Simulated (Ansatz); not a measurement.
BaTe, relaxed from a PbO-type start to space group Pm-3m (read at 0.02 Å): what the numbers say

The computed numbers are results of PBE, scalar-relativistic (no spin polarisation) in the plane-wave PAW code Ansatz at 420 eV, 6×6×8 k-mesh, Gaussian smearing of 0.05 eV; PAW files: Ansatz's generated set soft_2.

This is a trial structure: the heavier alkaline earths' oxides and chalcogenides take the rock-salt structure.

The relaxed structure (symmetry read at 0.01 Å). It takes space group Pm-3m (No. 221, cubic). Conventional cell: a = 4.244 Å, b = 4.244 Å, c = 4.244 Å, α = 90.00°, β = 90.00°, γ = 90.00°. Ba (site symmetry m-3m) is surrounded by 8 Te at 3.67 to 3.68 Å. Te (site symmetry m-3m) has 8 Ba at 3.67 to 3.68 Å as nearest neighbours. (Shells end 15 % past the nearest neighbour.)

Problem. Should it be a metal or an insulator?

Solution. Formal charges Ba²⁺, Te²⁻ balance and leave closed shells on every ion, so a band insulator is expected, and the gap is 0.86 eV.

Problem. What fixes the bond lengths?

Solution. Shannon's ionic radii give a check on the bond lengths: Ba²⁺ with 8 neighbours 1.42 Å + Te²⁻ 2.21 Å (six-fold value) = 3.63 Å against a computed mean of 3.68 Å. Sums and bonds agree within 3 %, so ion sizes set the bond lengths.

Problem. How ionic is it?

Solution. Bader charges against formal ones: Ba +1.33 (+2), Te −1.33 (−2). The cations give up 66 % of the formal charge; Bader charges stay under formal ones because the anions' density reaches into the cations' basins.

Problem. How stiff is it, in energy terms?

Solution. B0·V0 = 31.3 GPa × 38.16 Å³ = 7.46 eV/atom sets the scale: near the minimum ΔE ≈ ½ B0 V0 x², with x = V/V0 − 1, and a pressure of 0.3 GPa squeezes the volume by about 1 %. At the ends of the curve: x = −5.4 % predicts 10.8 meV/atom and the run gives 12.7; x = +10.1 % predicts 38.4 meV/atom and the run gives 28.5. The lopsidedness is anharmonic: atoms resist being pushed together more than being pulled apart.

Problem. Which Debye temperature follows from the elastic moduli?

Solution. K = 32 GPa and G = 14.5 GPa (Hill). With a density of 5.756 g/cm³ (mean mass 132.5 u, 38.21 Å³/atom), K = 31.8 and G = 14.55 GPa from the unrounded constants, v_l = √((K + 4G/3)/ρ) = 2980 m/s and v_t = √(G/ρ) = 1590 m/s. The mean [(1/v_l³ + 2/v_t³)/3]^(−1/3) is 1780 m/s, and θ_D = (ħ/k_B)(6π²/V)^(1/3) v_m ≈ 160 K, with V the volume an atom.

All results together:

```
Volume                                                : 38.21 Å³/atom
Band gap                                              : 0.86 eV
Smallest direct gap                                   : 0.86 eV
Bader charges                                         : Ba 1.33; Te -1.33 e
Formation energy from the elements (0 K, uncorrected) : -1.66 eV/atom
Bulk modulus (Birch–Murnaghan)                        : 31 GPa
Shear modulus (Hill)                                  : 14.5 GPa
Young's modulus                                       : 38 GPa
Poisson's ratio                                       : 0.30
Elastically stable                                    : yes
```

Kohn–Sham gaps of semilocal functionals lie under measured ones, often by a third or more. The equation of state has an unusual shape (B0′ outside 2.8 to 7.5), so B0 is less sure. For elements this heavy, spin–orbit coupling would shift levels and gaps; it isn't included here.
